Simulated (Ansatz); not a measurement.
SiC: frozen-core PAW against all-electron methods

```xyz
4
Lattice="3.0760 0.0000 0.0000 -1.5380 2.6639 0.0000 0.0000 0.0000 5.1490" Properties=species:S:1:pos:R:3 pbc="T T T"
Si    0.0000    1.7759    0.0000
Si    1.5380    0.8880    2.5745
C     0.0000    1.7759    1.9823
C     1.5380    0.8880    4.5568
```

Atom numbers follow the list: Si1, Si2, C3, C4.

The cell comes from COD entry 9008875, which wasn't checked; take it as a given geometry. The listed cell was then made from it by scaling, straining or moving an atom.

Methods: DFT, PBE, PAW with Ansatz's default frozen-core files, scalar-relativistic (Ansatz 0.2.0); DFT, PBE, all-electron LAPW, scalar-relativistic (Ansatz 0.2.0).

For PAW: a Γ-centred 15×15×8 k mesh, Fermi–Dirac smearing of 0.08 eV, cutoff 420 eV, no spin polarisation. LAPW targets a basis error of 1 meV/atom. The Ansatz runs share mesh, smearing and spin set-up. Plane-wave (PAW) pressures include the program's estimate of the Pulay term.

Stress and pressure are positive in compression.

PAW results:

```csv
quantity,PAW
pressure (GPa),-0.07
stress xx (GPa),4.47
stress zz (GPa),-9.14
"force on Si1, z (eV/Å)",0.832
"force on C3, z (eV/Å)",-0.832
band gap (eV),2.401
```

Q: What does full-potential LAPW give for the same quantities?

A: 
| quantity | LAPW |
| --- | --- |
| pressure (GPa) | -0.05 |
| stress xx (GPa) | 4.47 |
| stress zz (GPa) | -9.09 |
| force on Si1, z (eV/Å) | 0.832 |
| force on C3, z (eV/Å) | -0.832 |
| band gap (eV) | 2.400 |
